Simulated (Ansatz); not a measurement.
# 1/2<111> screw dislocation dipole in Li (120 atoms): a single point, part 2 of 3

Wanted: forces, charges and levels of 1/2<111> screw dislocation dipole in Li (120 atoms).

Ansatz 0.2.0; Kohn-Sham DFT, PBE, PAW (set soft_2), plane waves.

The cell: 120 Li. The cell is under 6 Å thick along one periodic direction. The host structure and its lattice constant were typed by rule, without a check against the phase diagram.

So far. Step 2 (Plane-wave single point): Löwdin charges run from +0.08 to +0.10 e, about a mean that is the spilled charge alone. Among metals such projection charges depend strongly on the orbitals used and are no measure of ionicity. Step 3 (Local order): A closer look about Li94, which bears the longest force: 11 atoms, nearest first, numbered in the order of the input, with positions taken from that point.

## Step 4: Support functions low

The cell is solved in localised support functions. The level low gives here a grid of 144×108×12 points and a radius of 4.16 Å.

This step: Kohn-Sham DFT, PBE, PAW (set soft_2), localised support functions (low) (Ansatz 0.2.0).

The input, input.yaml:

```yaml
crystal:
  lattice:
    - [34.39084, 0.0, 0.0]
    - [0.0, 24.81945, -1.51985]
    - [0.0, 0.0, 3.03975]
  atoms:
    [... the 120 atom lines of step 2 ...]
kpoints:
  mp_grid: { grid: [1, 1, 7] }
hamiltonian:
  xc: pbe
scf:
  occupations: { method: methfessel_paxton, width: 0.15 }
  eigensolver: { kind: { support_functions: { accuracy: low } } }
  max_iter: 150
output:
  forces: true
  eigenvalues: true
```

Run with:

```console
$ ansatz run input.yaml --threads 4 --pin off --max-ram 8192MiB --backend cpu --events-out ev --progress --plain --runs-dir out
```

Numbers of over 12 decimals in the logs are rounded to 6 here.

What it wrote:

```text
Warning: scf.eigensolver.kind.support_functions: disabling space-group detection — the functions' gradient is summed over unrotated k-points, so no spatial operation reduces the k-mesh or symmetrises the density; time reversal is kept, so that k and −k are solved as one point where they differ and the mesh holds both, and exact exchange and, on two spinor components, a DFT+U term hold to it where the run has them: [...]
settings of this run that can trade accuracy for cost: scf.eigensolver.kind.support_functions; scf.eigensolver.kind.support_functions.accuracy: low [...]
Engine: ansatz 0.2.0, aarch64-unknown-linux-gnu
Pseudopotentials: kind: paw
Pseudopotential: Li, paw, valence charge 3, recommended cutoff 420 eV (normal), Li.paw.azcp
[... 5 lines on functional and potentials left out ...]
Crystal: 120 atoms, lattice volume = 2594.614 Å³
Basis set: ecut = 420 eV, 50437 PW (Γ), exchange–correlation on 480×360×48 points (8 copies of the dense FFT grid, shifted against one another)
Bands: 216, of which v1, the nominal top of the filled ones, is band 180 counted from 1 (179 counted from 0)
Symmetry: 1 space group operations
k-points: 4 of 7 (time reversal used)
[... 3 lines on functional and potentials left out ...]
Initial density: superposition of atomic densities (chi_scale 0.1, normalization cell)
Initial wavefunctions: pseudopotential atomic-orbital guess
Eigensolver: Support functions (low, 144×108×12 points, laid for a spacing of at most 0.257060 Å, radius 4.164907 Å, 1 species' potentials softened for the grid, 1 wholly corrected for its errors in the mean over positions, 1 with the egg-box correction, energy correction by stochastic trace)
Functional: x = pbe(κ = 0.804, μ = 0.219515), c = pbe(β = 0.066725)
SCF iter   1: F=—  HF=-24554.405567 eV  |F-HF|=—  |Δ(HF+E_count)|=         —  Δρ=3.75e-3  dr2=6.79e-1  ethr=1.00e-1
preconditioner: auto → Kerker (q_TF=auto, 1.963 Å⁻¹)  [metal: Δε(μ)=0.015 eV  Ē_g=2.127 eV  σ=0.150 eV  W_gap=0.08  n_scr=258 (ndim 8)  ℏωp=8.0 eV  f_vac=0.000  D(μ)=47.42/eV (n_scr^D=228)]
SCF iter   2: F=—  HF=-24561.720078 eV  |F-HF|=—  |Δ(HF+E_count)|=    7.31e0  S|Δr|=    0.00e0  Δρ=2.03e-3  dr2=1.32e-1  ethr=1.89e-4
SCF iter   3: F=—  HF=-24561.907784 eV  |F-HF|=—  |Δ(HF+E_count)|=   1.88e-1  S|Δr|=    0.00e0  Δρ=8.03e-4  dr2=2.56e-2  ethr=3.67e-5  κ⁻¹=1.0e0(r=1)
SCF iter   4: F=—  HF=-24561.949980 eV  |F-HF|=—  |Δ(HF+E_count)|=   4.22e-2  S|Δr|=    0.00e0  Δρ=1.57e-4  dr2=7.05e-4  ethr=7.11e-6  κ⁻¹=3.6e-3(r=2)
SCF iter   5: F=—  HF=-24561.954896 eV  |F-HF|=—  |Δ(HF+E_count)|=   4.92e-3  S|Δr|=    0.00e0  Δρ=2.22e-5  dr2=2.05e-5  ethr=1.96e-7  κ⁻¹=1.1e-4(r=3)
SCF iter   6: F=—  HF=-24561.957184 eV  |F-HF|=—  |Δ(HF+E_count)|=   2.29e-3  S|Δr|=    0.00e0  Δρ=7.41e-6  dr2=1.32e-6  ethr=5.70e-9  κ⁻¹=1.8e-5(r=4)
[...]
the highest band holds -4.476e-2 of 2 at k-index 0, k = (0.0000, 0.0000, 0.0000), in size over the threshold 1e-3 (by scf.eigensolver.empty_state_threshold) — raise scf.n_extra_bands (try 252 bands in all)
SCF 1 converged in 9 iterations: F = -24561.967010 eV  dr2 = 6.30e-9
[...]
WARN: output.eigenvalues: not made: the band table holds the support functions' own levels, none solved on their whole grid: all bands hold charge; raise scf.n_extra_bands. The run goes on to what it still can, and will not end as completed
SCF converged after 9 iterations
Stability not checked: this state was not tested for a lower state beside it, because cold or Methfessel-Paxton smearing, or corrected tetrahedra, fill the levels in a way that the test cannot read (fill_not_monotonic; see scf.lower_state_search)
Free energy (F): -24561.967010 eV
Harris-Foulkes:  -24561.967010 eV  (|F-HF|=1.25e-8)
Internal energy: -24561.996819 eV  (E = F + TS)
E sigma→0 (E₀):  -24561.974463 eV
Entropy (-TS):   0.029809 eV (0.248 meV/atom)
Fermi energy:    0.815639 eV
--- Per-component energies (eV) ---
  E_band       = -11055.815821
  E_kinetic    = 2517.911812
  E_local      = -16102.033221  (includes V_loc(G=0)·N_el)
  E_nonlocal   = -3992.570890
  E_softening  = -0.012504  (part of E_nonlocal)
  E_grid_corr  = -0.003575  (part of E_nonlocal)
  E_hartree    = 4788.198650
  E_xc         = -1195.893810
  E_vxc        = -1539.022468  (∫ρ·V_xc dr)
  E_paw        = -2520.455230  (= ΣΔE_a)
  E_vpaw       = -1516.507900  (= ΣTr[D̂ρ^β])
  E_aug_tail   = 0.001459  (compensation charges beyond the density's cutoff)
  E_ewald      = -8057.149547
  E_smearing   = 0.029809  (= −TS)
  E_closure    = -0.000000  (closes the sum)
  E_support_correction = -0.006040  (second-order, or where that is not computed along the SCF)
  E_support_correction_error = 6.1e-4  (of E_support_correction; not in F)
  Σ components = -24561.967010   (vs F -24561.967010, Δ=0.00e0)
--- Forces (eV/Å), atoms counted from 1 ---
  atom   1  Li    -0.04873029     0.02480253    -0.01093448
  atom   2  Li     0.03325701    -0.02728979     0.02398404
  atom   3  Li    -0.05862537     0.01254040     0.00277634
  atom   4  Li     0.02784802    -0.03410031     0.01907813
  atom   5  Li    -0.00253734     0.01655102    -0.01466838
  atom   6  Li     0.03739451     0.00181187    -0.00754199
  atom   7  Li    -0.00823358    -0.00547135     0.00949641
  atom   8  Li    -0.04280888    -0.00269564     0.00792081
[...]
atom  13  Li     0.02879495     0.00857633    -0.00737094
  atom  14  Li    -0.03121830     0.00575096     0.00302357
[...]
atom 119  Li     0.01539691     0.00874550    -0.00417538
  atom 120  Li    -0.01222602     0.00029572    -0.00416381
  max |Σ_I F_I| component: 6.27e-2 eV/Å
--- Band table (eV) ---
  k-point 0: bands = ["-45.8621", "-45.8541", "-45.8476", "-45.8398", [... 200 levels ...], "0.7857", "0.8676", "0.8701", "0.8723", "0.8799", "1.0397", "1.0406", "1.0457", "1.0459", "1.0540", "1.0553", "1.0579"]
[...]
settings of this run that can trade accuracy for cost: scf.eigensolver.kind.support_functions; scf.eigensolver.kind.support_functions.accuracy: low [...]
Error: the band table holds the support functions' own levels, none solved on their whole grid: all bands hold charge; raise scf.n_extra_bands
```

Wall time 2 min (4 threads of Arm Neoverse V2, shared host); peak memory 3.6 GiB.

The run ended with an error after its SCF loop had closed; no result of it is taken.

The program's message: “Error: the band table holds the support functions' own levels, none solved on their whole grid: all bands hold charge; raise scf.n_extra_bands”

## Step 5: Support functions medium

The level medium is asked for. Here it resolves to the same grid and radius as in the run with support functions low, so the basis is not new.

This step: Kohn-Sham DFT, PBE, PAW (set soft_2), localised support functions (medium) (Ansatz 0.2.0).

input.yaml, the sections that differ from step 4:

```yaml
scf:
  occupations: { method: methfessel_paxton, width: 0.15 }
  eigensolver: { kind: { support_functions: { accuracy: medium } } }
  max_iter: 150
# crystal, kpoints, hamiltonian, output: as in step 4
```

What it wrote:

```text
Warning: scf.eigensolver.kind.support_functions: disabling space-group detection — the functions' gradient is summed over unrotated k-points, so no spatial operation reduces the k-mesh or symmetrises the density; time reversal is kept, so that k and −k are solved as one point where they differ and the mesh holds both, and exact exchange and, on two spinor components, a DFT+U term hold to it where the run has them: [...]
settings of this run that can trade accuracy for cost: scf.eigensolver.kind.support_functions [...]
Engine: ansatz 0.2.0, aarch64-unknown-linux-gnu
Pseudopotentials: kind: paw
Pseudopotential: Li, paw, valence charge 3, recommended cutoff 420 eV (normal), Li.paw.azcp
[... 5 lines on functional and potentials left out ...]
Crystal: 120 atoms, lattice volume = 2594.614 Å³
Basis set: ecut = 420 eV, 50437 PW (Γ), exchange–correlation on 480×360×48 points (8 copies of the dense FFT grid, shifted against one another)
Bands: 216, of which v1, the nominal top of the filled ones, is band 180 counted from 1 (179 counted from 0)
Symmetry: 1 space group operations
k-points: 4 of 7 (time reversal used)
[... 3 lines on functional and potentials left out ...]
Initial density: superposition of atomic densities (chi_scale 0.1, normalization cell)
Initial wavefunctions: pseudopotential atomic-orbital guess
Eigensolver: Support functions (medium, 144×108×12 points, laid for a spacing of at most 0.257060 Å, radius 4.164907 Å, 1 species' potentials softened for the grid, 1 wholly corrected for its errors in the mean over positions, 1 with the egg-box correction, energy correction by stochastic trace)
Functional: x = pbe(κ = 0.804, μ = 0.219515), c = pbe(β = 0.066725)
SCF iter   1: F=—  HF=-24554.405567 eV  |F-HF|=—  |Δ(HF+E_count)|=         —  Δρ=3.75e-3  dr2=6.79e-1  ethr=1.00e-1
preconditioner: auto → Kerker (q_TF=auto, 1.963 Å⁻¹)  [metal: Δε(μ)=0.015 eV  Ē_g=2.127 eV  σ=0.150 eV  W_gap=0.08  n_scr=258 (ndim 8)  ℏωp=8.0 eV  f_vac=0.000  D(μ)=47.42/eV (n_scr^D=228)]
SCF iter   2: F=—  HF=-24561.720078 eV  |F-HF|=—  |Δ(HF+E_count)|=    7.31e0  S|Δr|=    0.00e0  Δρ=2.03e-3  dr2=1.32e-1  ethr=1.89e-4
SCF iter   3: F=—  HF=-24561.907784 eV  |F-HF|=—  |Δ(HF+E_count)|=   1.88e-1  S|Δr|=    0.00e0  Δρ=8.03e-4  dr2=2.56e-2  ethr=3.67e-5  κ⁻¹=1.0e0(r=1)
SCF iter   4: F=—  HF=-24561.949980 eV  |F-HF|=—  |Δ(HF+E_count)|=   4.22e-2  S|Δr|=    0.00e0  Δρ=1.57e-4  dr2=7.05e-4  ethr=7.11e-6  κ⁻¹=3.6e-3(r=2)
SCF iter   5: F=—  HF=-24561.954896 eV  |F-HF|=—  |Δ(HF+E_count)|=   4.92e-3  S|Δr|=    0.00e0  Δρ=2.22e-5  dr2=2.05e-5  ethr=1.96e-7  κ⁻¹=1.1e-4(r=3)
SCF iter   6: F=—  HF=-24561.957184 eV  |F-HF|=—  |Δ(HF+E_count)|=   2.29e-3  S|Δr|=    0.00e0  Δρ=7.41e-6  dr2=1.32e-6  ethr=5.70e-9  κ⁻¹=1.8e-5(r=4)
[...]
the highest band holds -4.476e-2 of 2 at k-index 0, k = (0.0000, 0.0000, 0.0000), in size over the threshold 1e-3 (by scf.eigensolver.empty_state_threshold) — raise scf.n_extra_bands (try 252 bands in all)
SCF 1 converged in 9 iterations: F = -24561.967010 eV  dr2 = 6.30e-9
[...]
WARN: output.eigenvalues: not made: the band table holds the support functions' own levels, none solved on their whole grid: all bands hold charge; raise scf.n_extra_bands. The run goes on to what it still can, and will not end as completed
SCF converged after 9 iterations
Stability not checked: this state was not tested for a lower state beside it, because cold or Methfessel-Paxton smearing, or corrected tetrahedra, fill the levels in a way that the test cannot read (fill_not_monotonic; see scf.lower_state_search)
Free energy (F): -24561.967010 eV
Harris-Foulkes:  -24561.967010 eV  (|F-HF|=1.25e-8)
Internal energy: -24561.996819 eV  (E = F + TS)
E sigma→0 (E₀):  -24561.974463 eV
Entropy (-TS):   0.029809 eV (0.248 meV/atom)
Fermi energy:    0.815639 eV
--- Per-component energies (eV) ---
  E_band       = -11055.815821
  E_kinetic    = 2517.911812
  E_local      = -16102.033221  (includes V_loc(G=0)·N_el)
  E_nonlocal   = -3992.570890
  E_softening  = -0.012504  (part of E_nonlocal)
  E_grid_corr  = -0.003575  (part of E_nonlocal)
  E_hartree    = 4788.198650
  E_xc         = -1195.893810
  E_vxc        = -1539.022468  (∫ρ·V_xc dr)
  E_paw        = -2520.455230  (= ΣΔE_a)
  E_vpaw       = -1516.507900  (= ΣTr[D̂ρ^β])
  E_aug_tail   = 0.001459  (compensation charges beyond the density's cutoff)
  E_ewald      = -8057.149547
  E_smearing   = 0.029809  (= −TS)
  E_closure    = -0.000000  (closes the sum)
  E_support_correction = -0.006040  (second-order, or where that is not computed along the SCF)
  E_support_correction_error = 6.1e-4  (of E_support_correction; not in F)
  Σ components = -24561.967010   (vs F -24561.967010, Δ=0.00e0)
--- Forces (eV/Å), atoms counted from 1 ---
  atom   1  Li    -0.04873029     0.02480253    -0.01093448
  atom   2  Li     0.03325701    -0.02728979     0.02398404
  atom   3  Li    -0.05862537     0.01254040     0.00277634
  atom   4  Li     0.02784802    -0.03410031     0.01907813
  atom   5  Li    -0.00253734     0.01655102    -0.01466838
  atom   6  Li     0.03739451     0.00181187    -0.00754199
  atom   7  Li    -0.00823358    -0.00547135     0.00949641
  atom   8  Li    -0.04280888    -0.00269564     0.00792081
[...]
atom  13  Li     0.02879495     0.00857633    -0.00737094
  atom  14  Li    -0.03121830     0.00575096     0.00302357
[...]
atom 119  Li     0.01539691     0.00874550    -0.00417538
  atom 120  Li    -0.01222602     0.00029572    -0.00416381
  max |Σ_I F_I| component: 6.27e-2 eV/Å
--- Band table (eV) ---
  k-point 0: bands = ["-45.8621", "-45.8541", "-45.8476", "-45.8398", [... 200 levels ...], "0.7857", "0.8676", "0.8701", "0.8723", "0.8799", "1.0397", "1.0406", "1.0457", "1.0459", "1.0540", "1.0553", "1.0579"]
[...]
settings of this run that can trade accuracy for cost: scf.eigensolver.kind.support_functions [...]
Error: the band table holds the support functions' own levels, none solved on their whole grid: all bands hold charge; raise scf.n_extra_bands
```

Run time: 2 min. Hardware: 4 threads; peak memory 3.6 GiB.

The run ended with an error after its SCF loop had closed; no result of it is taken.

The program's message: “Error: the band table holds the support functions' own levels, none solved on their whole grid: all bands hold charge; raise scf.n_extra_bands”

(Continued in part 3 of 3.)

[Logs are printed without paths, hosts, clocks, repeated set-up lines and the standing remarks that a program may print on its own settings, such as how far it seeks lower states.]

[Hosts, paths, dates, database ids (printed as entryN), source tags and the programs' standing remarks are cut or masked in the printed files.]
